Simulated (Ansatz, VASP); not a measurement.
**InAs: VASP beside Ansatz**

Wanted: the spread between two codes on one cell, functional and k mesh. The cell is taken from a series of runs on this material, whose earlier steps may have relaxed, scaled, displaced or heated it; both programs get it as it stands.

Method: plane waves, with VASP 6.6.1 beside it; zone-centre phonons at LDA, in Ansatz 0.2.0.

**1. The structure**

Symmetry: I-4m2, No. 119, tetragonal system. The conventional cell has a = 4.176 Å, b = 4.176 Å, c = 6.161 Å, α = 90.00°, β = 90.00°, γ = 90.00°. As has 4 In at 2.59 Å nearest. Nearest to In lie 4 As at 2.59 Å. Farther neighbours are not listed.

**2. Ansatz: zone-centre phonons, LDA, pair 1**

Ansatz runs on its PAW soft_1 files.

Second derivatives magnify differences that forces hide, and they need a tight electronic threshold.

Contents of input.yaml:

```yaml
crystal:
  lattice:
    - [0.0, 2.9526534152, 3.0804462516]
    - [2.9526534152, 0.0, 3.0804462516]
    - [2.9526534152, 2.9526534152, 0.0]
  atoms:
    - { symbol: As, position: [0.75, 0.75, 0.75] }
    - { symbol: In, position: [0.0, 0.0, 0.0] }
kpoints:
  mp_grid: { grid: [12, 12, 12] }
hamiltonian:
  xc: lda
  pseudopotentials: { kind: paw, azcp: { folder: soft_1 }, xc_functional: pbe }
scf:
  occupations: { method: methfessel_paxton, width: 0.2 }
output:
  eigenvalues: true
phonons:
  method: dfpt
```

On the command line:

```console
ansatz run input.yaml --threads 4 --pin off --max-ram 10240MiB --backend cpu --events-out ev --progress --plain --runs-dir out
```

Numbers of over 12 decimals in the logs are rounded to 6 here.

The log of the run:

```text
zone centre: on kpoints.mp_grid the ground state, and the responses unless they are solved on pairs of k-points, stand on 280 of the mesh's 1728 k-points, reduced under 4 symmetry operations, with k and −k counted as one. Each operation leaves every solved displacement unchanged or reverses it
Engine: ansatz 0.2.0, aarch64-unknown-linux-gnu
Pseudopotentials: kind: paw
Pseudopotential: As, paw, valence charge 15, recommended cutoff 420 eV (normal), soft_1/As.paw.azcp
Pseudopotential: In, paw, valence charge 13, recommended cutoff 420 eV (normal), soft_1/In.paw.azcp
Functional definition: SPW92
  exchange = slater_x
  correlation = pw_c
Crystal: 2 atoms, lattice volume = 53.712 Å³
Basis set: ecut = 420 eV, 1039 PW (Γ), exchange–correlation on 60×60×60 points (8 copies of the dense FFT grid, shifted against one another)
Bands: 18, of which v1, the nominal top of the filled ones, is band 14 counted from 1 (13 counted from 0)
Symmetry: 8 space group operations
k-points: 280 of 1728 (irreducible under 4 space group operations, time reversal used)
Non-local potential: As, projectors of the file, l = 0: 2, l = 1: 2, l = 2: 3, l = 3: 1
Non-local potential: In, projectors of the file, l = 0: 2, l = 1: 2, l = 2: 2, l = 3: 1
PAW form: soft (Blöchl's): semilocal exchange-correlation on the pseudo side does not see the compensation charge
PAW frozen core: As, regenerated for the run's functional, and the local potential with it (the file was generated under x = pbe(κ = 0.804, μ = 0.219515), c = pbe(β = 0.066725))
PAW frozen core: In, regenerated for the run's functional, and the local potential with it (the file was generated under x = pbe(κ = 0.804, μ = 0.219515), c = pbe(β = 0.066725))
PAW one-centre angular grid: As, 590 points (default); XC on 64 Gauss nodes
PAW one-centre angular grid: In, 590 points (default); XC on 64 Gauss nodes
Initial density: superposition of atomic densities (chi_scale 0.1, normalization cell, long waves kept (reshape's long-wave potential 0.00 eV rms))
Initial wavefunctions: pseudopotential atomic-orbital guess
Functional: x = slater, c = lda
SCF iter   1: F=—  HF=-10231.422758 eV  |F-HF|=—  |Δ(HF+E_count)|=         —  Δρ=2.87e-2  dr2=3.95e-1  ethr=3.10e-3  ⟨swp⟩=5.3  Hψ=25812  notcnv=0
preconditioner: auto → none  [insulator: Δε(μ)=0.799 eV  Ē_g=14.784 eV  σ=0.200 eV  W_gap=0.55  n_scr=14 (ndim 8)  ℏωp=21.5 eV  f_vac=0.004  D(μ)=0.04/eV (n_scr^D=0)  ε∞_Penn≈3.1]
SCF iter   2: F=—  HF=-10231.309135 eV  |F-HF|=—  |Δ(HF+E_count)|=   1.14e-1  S|Δr|=    0.00e0  Δρ=1.27e-2  dr2=6.36e-2  ethr=1.41e-3  ⟨swp⟩=2.0  Hψ=8355  notcnv=0
SCF iter   3: F=—  HF=-10231.294515 eV  |F-HF|=—  |Δ(HF+E_count)|=   1.46e-2  S|Δr|=    0.00e0  Δρ=2.58e-3  dr2=7.71e-3  ethr=2.27e-4  ⟨swp⟩=2.2  Hψ=9677  notcnv=0
SCF iter   4: F=—  HF=-10231.291110 eV  |F-HF|=—  |Δ(HF+E_count)|=   3.41e-3  S|Δr|=    0.00e0  Δρ=6.95e-4  dr2=1.24e-4  ethr=2.75e-5  ⟨swp⟩=2.0  Hψ=8961  notcnv=0
SCF iter   5: F=—  HF=-10231.291136 eV  |F-HF|=—  |Δ(HF+E_count)|=   2.66e-5  S|Δr|=    0.00e0  Δρ=1.78e-4  dr2=5.78e-6  ethr=4.43e-7  ⟨swp⟩=3.0  Hψ=8982  notcnv=0
SCF iter   6: F=—  HF=-10231.291142 eV  |F-HF|=—  |Δ(HF+E_count)|=   5.52e-6  S|Δr|=    0.00e0  Δρ=1.56e-5  dr2=7.49e-8  ethr=2.07e-8  ⟨swp⟩=2.2  Hψ=9009  notcnv=0
SCF iter   7: F=—  HF=-10231.291141 eV  |F-HF|=—  |Δ(HF+E_count)|=   2.24e-7  S|Δr|=    0.00e0  Δρ=2.94e-6  dr2=4.16e-9  ethr=2.67e-10  ⟨swp⟩=2.2  Hψ=7504  notcnv=0
SCF iter   8: F=—  HF=-10231.291141 eV  |F-HF|=—  |Δ(HF+E_count)|=   3.76e-9  S|Δr|=    0.00e0  Δρ=5.41e-7  dr2=5.32e-11  ethr=1.49e-11  ⟨swp⟩=2.0  Hψ=8961  notcnv=0
SCF iter   9: F=-10231.291141 eV  HF=-10231.291141 eV  |F-HF|=3.64e-12  |Δ(HF+E_count)|=  1.46e-11  S|Δr|=    0.00e0  Δρ=6.23e-8  dr2=6.66e-13  ethr=1.00e-12  ⟨swp⟩=5.4  Hψ=20653  notcnv=0
SCF 1 converged in 9 iterations: F = -10231.291141 eV  dr2 = 6.66e-13
  greatest PAW one-centre occupation: 0.999 electrons in one spin orbital (limit 2), on the As atom at site 0 (counted from 0), in its partial waves of l = 2
DFPT response loops at Γ: preconditioner auto → Kerker (q_TF=auto, 2.448 Å⁻¹) (partly filled bands, converged f_vac=0.079); β = 1.00, the filter's whole step (`scf.mixing.beta` (0.50) is not read by the response loops under this deck's `scf.mixing.preconditioner`; to damp them name `kerker` or `kerker_dos`, under which they read `scf.mixing.beta`, and type it under 1.00, their step now; both keys bind the ground state too); Broyden in place of MSR1
SCF converged after 9 iterations
Stability not checked: this state was not tested for a lower state beside it, because cold or Methfessel-Paxton smearing, or corrected tetrahedra, fill the levels in a way that the test cannot read (fill_not_monotonic; see scf.lower_state_search)
Free energy (F): -10231.291141 eV
Harris-Foulkes:  -10231.291141 eV  (|F-HF|=3.64e-12)
Internal energy: -10231.291539 eV  (E = F + TS)
E sigma→0 (E₀):  -10231.291241 eV
Entropy (-TS):   0.000397 eV (0.199 meV/atom)
Fermi energy:    7.831342 eV
Step filling:    the computed levels leave a gap of 0.0000 eV = 0.0 smearing widths at the electron count; against every level under it full and every level over it empty, smearing changes F+E_penalty+E_count by +0.106 meV and its σ→0 estimate by +6.78e-3 meV
--- Per-component energies (eV) ---
  E_band       = -318.042165
  E_kinetic    = 319.189882
  E_local      = -3445.947704  (includes V_loc(G=0)·N_el)
  E_nonlocal   = -59.439857
  E_hartree    = 1715.306088
  E_xc         = -212.659495
  E_vxc        = -165.096184  (∫ρ·V_xc dr)
  E_paw        = -6001.901006  (= ΣΔE_a)
  E_vpaw       = -397.360524  (= ΣTr[D̂ρ^β])
  E_aug_tail   = 0.000069  (compensation charges beyond the density's cutoff)
  E_ewald      = -2548.199278
  E_core_change = 2.359764  (= ΣΔE_core)
  E_smearing   = 0.000397  (= −TS)
  E_closure    = 0.000000  (closes the sum)
  Σ components = -10231.291141   (vs F -10231.291141, Δ=0.00e0)
--- Band table (eV; the first three rows and the last of 280) ---
  k-point 0: bands = [... 10 lower, -4.3773, 7.4417, 7.5932, 7.8195, 7.8195, 11.5751, 11.5751, 11.6623]
  k-point 1: bands = [... 10 lower, -4.3002, 6.3971, 7.5651, 7.7287, 8.5203, 11.5822, 11.7200, 11.8148]
  k-point 2: bands = [... 10 lower, -4.0776, 5.1375, 7.3160, 7.5096, 8.9194, 11.8747, 12.0606, 12.1988]
  k-point 279: bands = [... 10 lower, -2.3294, 1.5332, 5.4743, 5.4743, 9.2777, 9.9616, 16.6635, 17.0730]
--- Phonons (Γ-DFPT): 4 representative perturbations + reference, on 280 of 1728 k-points (Σ response iterations 12) ---
  k mesh reduced under 4 symmetry operations, with k and −k counted as one. Each operation leaves every solved displacement unchanged or reverses it
  ASR residual: 9.322e-5 → 0.000e0 eV/Å²; symmetrization residual: 1.991e-5 eV/Å²
  ASR residual per site (eV/Å²): 3.18e-5 9.32e-5
  Γ frequencies (cm⁻¹): 0.00 0.00 0.00 218.16 218.16 221.01
  non-analytic LO–TO correction: not included (Born effective charges unavailable; polar crystals: no LO–TO splitting at Γ)
```

[end of part 1 of 3]

[Lines on the potential files, build, host, timing and source positions are cut from VASP's logs without a mark.]

[Logs are printed without paths, hosts, clocks, repeated set-up lines and the standing remarks that a program may print on its own settings, such as how far it seeks lower states.]

[Hosts, paths, dates, database ids (printed as entryN), source tags and the programs' standing remarks are cut or masked in the printed files.]
